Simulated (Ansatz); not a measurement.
Runs of Ansatz 0.2.0 on Hf. It takes space group Im-3m (No. 229, cubic). The conventional cell has a = 3.610 Å, b = 3.610 Å, c = 3.610 Å, α = 90.00°, β = 90.00°, γ = 90.00°. Around Hf (site symmetry m-3m) lie 8 Hf at 3.13 Å. This isn't the form of Hf at room conditions, which is hcp.

```csv
level,gap on the mesh (eV),pressure (GPa),relaxed volume (Å³/atom)
revPBE+D3(BJ),none,0.0,21.48
PBEsol+D3(BJ),none,0.0,20.48
BLYP+D3(BJ),none,0.0,(b)
RPBE+D4,none,0.0,22.43
revPBE+D4,none,0.0,22.35
PBEsol+D4,none,0.0,21.11
RPBE+D3(BJ),none,0.0,(a)
```

Alike in all rows: task relaxation of cell and atoms; potentials or basis Ansatz PAW; no spin polarisation; cell relaxed; k mesh 10 × 10 × 10; cutoff (eV) 420; smearing fermi-dirac 0.05 eV.

Estimate the missing entries.

(a) 17.34; (b) 20.97.

Caveats: the plane-wave basis is chosen anew once the cell has moved, so the energies of steps on either side of that aren't comparable; pairwise dispersion overbinds metals, which lowers pressure and volume; the PAW data sets come from PBE, with cores solved anew for the run's functional, which leaves a small shift of forces and pressure; the volume moved by -13 % from the deposited cell, more than functionals usually miss (some runs); the volume moved by -11 % from the deposited cell, more than functionals usually miss (some runs); the volume moved by -10 % from the deposited cell, more than functionals usually miss (some runs); the volume moved by over 15 % at a fixed basis, so the end points are rough (some runs).

A k mesh can miss the band edges, and the runs leave out spin-orbit coupling on Hf.

A gap of «none» marks a metal or a gap under the smearing width.

Runs at the PBE level aren't shown here.
